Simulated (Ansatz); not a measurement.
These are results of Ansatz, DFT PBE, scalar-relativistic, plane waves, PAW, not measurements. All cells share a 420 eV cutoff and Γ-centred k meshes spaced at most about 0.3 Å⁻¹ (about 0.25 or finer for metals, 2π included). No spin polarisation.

These are static total energies at zero pressure.

Two forms of BiH were relaxed alike.

1.

Space group I4/mmm (No. 139). a = 4.078 Å, b = 4.078 Å, c = 4.372 Å, α = 90.00°, β = 90.00°, γ = 90.00°
| atom | site | symmetry | x | y | z |
| --- | --- | --- | --- | --- | --- |
| Bi | 2a | 4/mmm | 0.0000 | 0.0000 | 0.0000 |
| H | 2b | 4/mmm | 0.0000 | 0.0000 | 0.5000 |

2.

Space group I4mm (No. 107). a = 3.296 Å, b = 3.296 Å, c = 8.583 Å, α = 90.00°, β = 90.00°, γ = 90.00°
```json
{"atom": "Bi", "site": "2a", "symmetry": "4mm", "x": "0.5000", "y": "0.5000", "z": "0.3926"}
{"atom": "H", "site": "2a", "symmetry": "4mm", "x": "0.5000", "y": "0.5000", "z": "0.1794"}
```

Problem. Which form is favoured at zero pressure, and by what margin per atom?

Solution. Cell 2 is lower, by 0.37 eV/atom. Cell 1 has space group I4/mmm (No. 139), 18.2 Å³/atom and no gap on its mesh; cell 2 has space group I4mm (No. 107), 23.3 Å³/atom and no gap. Counting H atoms around Bi (those within 1.25 times the shortest such distance or 1.15 times the sum of covalent radii), cell 1 has Bi 2 and cell 2 has Bi 1. Even the lower one lies +0.29 eV/atom against the reference forms of the elements (uncorrected), so neither is stable at this level. In cell 1, Bi is surrounded by 2 H at 2.19 Å; around H lie 2 Bi at 2.19 Å. In cell 2, Bi has 1 H at 1.83 Å; around H lies 1 Bi at 1.83 Å. Both come from invented guesses.

Weakly bound directions are ill-defined at this level, which has no dispersion term (I4mm), and this can change margins and order among such cells. Spin–orbit coupling, which can matter for Bi, is left out. With hydrogen, zero-point motion can shift such differences by 10 meV/atom or more. Cells relaxed within their symmetry can be saddle points.
